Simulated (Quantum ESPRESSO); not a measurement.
Si:

```xyz
4
Lattice="3.8313 0.0000 0.0000 -1.9157 3.3180 0.0000 0.0000 0.0000 6.3326" Properties=species:S:1:pos:R:3 pbc="T T T"
Si    1.9157    1.1060    5.9336
Si    0.0000    2.2120    2.7673
Si    1.9157    1.1060    3.5653
Si    0.0000    2.2120    0.3990
```

This isn't the form of Si at room conditions, which is diamond.

```yaml
Program: Quantum ESPRESSO 7.5
Task: phonons
Functional: BLYP
Potentials_or_basis: PseudoDojo 0.4.1 SR PBE standard
Cutoff: 490 eV
Density_cutoff: 1959 eV
k_mesh: 8 × 8 × 4, shifted
Occupations: fermi-dirac, width 0.05 eV
Spin: no spin polarisation
Mixing_beta: 0.5
Most_SCF_iterations: 120
SCF_threshold: 8e-10 Ry
```

The cell and the atoms were relaxed first, to 21.35 Å³/atom (a = 3.907 Å, b = 3.907 Å, c = 6.460 Å, α = 90.00°, β = 90.00°, γ = 120.00°), and the response was taken there.

```cif
data_structure
_symmetry_space_group_name_H-M 'P 1'
_symmetry_Int_Tables_number 1
_cell_length_a 3.9068
_cell_length_b 3.9068
_cell_length_c 6.4595
_cell_angle_alpha 90.000
_cell_angle_beta 90.000
_cell_angle_gamma 120.000
_cell_volume 85.39
loop_
_atom_site_label
_atom_site_type_symbol
_atom_site_fract_x
_atom_site_fract_y
_atom_site_fract_z
_atom_site_occupancy
Si1 Si 0.66667 0.33333 0.93712 1
Si2 Si 0.33333 0.66667 0.43712 1
Si3 Si 0.66667 0.33333 0.56288 1
Si4 Si 0.33333 0.66667 0.06288 1
```

The first run showed a gap, so the response started from a second, tighter run with fixed occupations.

Question: Which optical modes does the crystal have at the zone centre, and which show in infrared and Raman spectra?

Answer: The optical modes are E2u + B1g + B2u + E2g + A1g + E1g. None is infrared active. Raman active: E2g + A1g + E1g.

Optical modes at Γ, degenerate ones joined, polar ones without the macroscopic field:
| cm⁻¹ | components | symmetry | active in | IR intensity, summed ((D/Å)²/amu) |
| --- | --- | --- | --- | --- |
| 117 | 2 | E2u | silent | 0.00 |
| 373 | 1 | B1g | silent | 0.00 |
| 377 | 1 | B2u | silent | 0.00 |
| 457 | 2 | E2g | Raman | 0.00 |
| 482 | 1 | A1g | Raman | 0.00 |
| 483 | 2 | E1g | Raman | 0.00 |

Caveat: the potentials were made for another functional, which shifts forces and pressure.
